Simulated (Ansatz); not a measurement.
**TePb: band structure with r2SCAN**

The system is TePb.

```
Pb Te
1.0
     4.00229    0.00000    0.00000
     0.00000    4.00229    0.00000
     0.00000    0.00000    4.00229
Pb Te
1 1
Direct
  0.00000 0.00000 0.00000
  0.50000 0.50000 0.50000
```

Measurements of this composition are mostly on another form, of space group No. 225.

| Quantity | Value |
| --- | --- |
| Program | Ansatz 0.2.0 |
| Task | band structure |
| Functional | r2SCAN |
| Potentials or basis | Ansatz PAW |
| Cutoff | 500 eV (not typed: the program's choice for these potentials) |
| k mesh | 7 × 7 × 7 |
| Occupations | fermi-dirac, width 0.05 eV |
| Spin | no spin polarisation |
| Path | [["G", "X", "M", "G", "R", "X"], ["M", "R"]] |
| Points for each segment of the path | 14 |

| Property | Result |
| --- | --- |
| Pressure | -0.2 GPa |
| Band gap on the k mesh | none (metal or under the smearing width) |

Levels at the corners of the path, in eV from the Fermi level:
```csv
point,band 13,band 14,band 15,band 16,band 17,band 18
Γ,-1.68,-1.68,-1.68,4.47,4.47,5.51
X,-0.80,-0.22,-0.22,0.48,2.44,2.44
M,-4.53,-4.53,0.17,3.66,3.98,3.98
Γ,-1.68,-1.68,-1.68,4.47,4.47,5.51
R,-2.58,-2.58,-2.58,-0.94,-0.94,-0.94
X,-0.80,-0.22,-0.22,0.48,2.44,2.44
M,-4.53,-4.53,0.17,3.66,3.98,3.98
R,-2.58,-2.58,-2.58,-0.94,-0.94,-0.94
```

Wall time 7.5 s on 2 threads of Intel(R) Xeon(R) Processor @ 2.70GHz (shared host), peak memory 0.48 GiB.

Caveat: spin-orbit coupling is left out, which moves the levels of the heavy elements; the PAW data sets come from PBE, with cores solved anew for the run's functional, which leaves a small shift of forces and pressure.
